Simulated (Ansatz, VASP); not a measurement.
**Two plane-wave programs on Hf2B3**

```
Hf B
1.0
     3.86846    0.00000    0.00000
    -1.93423    3.35019    0.00000
     0.00000    0.00000    3.92317
Hf B
2 3
Direct
  0.33333 0.66667 0.50000
  0.66667 0.33333 0.50000
  0.00000 0.00000 0.79795
  0.00000 0.00000 0.20205
  0.00000 0.00000 0.50000
```

Alike in both runs: task relaxation of cell and atoms; functional PBE; k mesh 6 × 6 × 4; occupations gaussian, width 0.1 eV; no spin polarisation.

```csv
,VASP,Ansatz
version,VASP 6.6.1,Ansatz 0.2.0
potentials or method,"VASP PAW PBE potentials, release 64 (Hf_pv, B)","scalar-relativistic, plane waves, PAW"
plane-wave cutoff (eV),600,420
valence electrons in the cell,29,61
```

```tsv
	VASP	Ansatz	Ansatz less VASP
gap on the k mesh at the Fermi level, each at its own relaxed structure (eV)	none	none	-
relaxed volume (Å³/atom)	16.56	16.64	+0.078
relaxed cell length with the largest relative difference (Å)	4.514	4.524	+0.0097
energy change over the relaxation (meV/atom)	-2453	-2473	-19.8
```

A gap of «none» marks a metal or a gap that the smearing closes. The two sets of potentials don't hold the same shells in valence.

Caveats: the k mesh is coarse (spacing up to 0.40 Å⁻¹), so the values aren't converged; the volume moved by over 15 % at a fixed basis, so the end points are rough (VASP); the bands computed are all filled at some k points, so no gap is given. The runs have no spin-orbit coupling, so splittings on Hf are missing.
